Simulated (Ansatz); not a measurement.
## HfO2 and the effect of spin-orbit coupling

```
CELL_PARAMETERS angstrom
3.55802 0.00000 0.00000
0.00000 3.55802 0.00000
0.00000 0.00000 5.17186
ATOMIC_POSITIONS crystal
Hf 0.00000 0.00000 0.00000
Hf 0.50000 0.50000 0.50000
O 0.00000 0.50000 0.19721
O 0.50000 0.00000 0.30279
O 0.50000 0.00000 0.80279
O 0.00000 0.50000 0.69721
```

Measurements of this composition are mostly on another form, of space group No. 14.

Kept alike: task band structure; functional PBEsol; k mesh 8 × 8 × 5; occupations fermi-dirac, width 0.05 eV. Program: Ansatz, Ansatz PAW, cutoff 420 eV. The mesh is that of the run's cell of 6 atoms.

| spin-orbit coupling | band gap (eV) |
| --- | --- |
| off | 4.645 |
| on | 4.647 |

Gaps are the smaller of the mesh's and the band path's. All rows use potentials made for PBE.

The band gap runs from 4.645 (off) to 4.647 eV (on). Spin-orbit coupling splits p and d bands at the edges, and the more so the heavier the atoms.
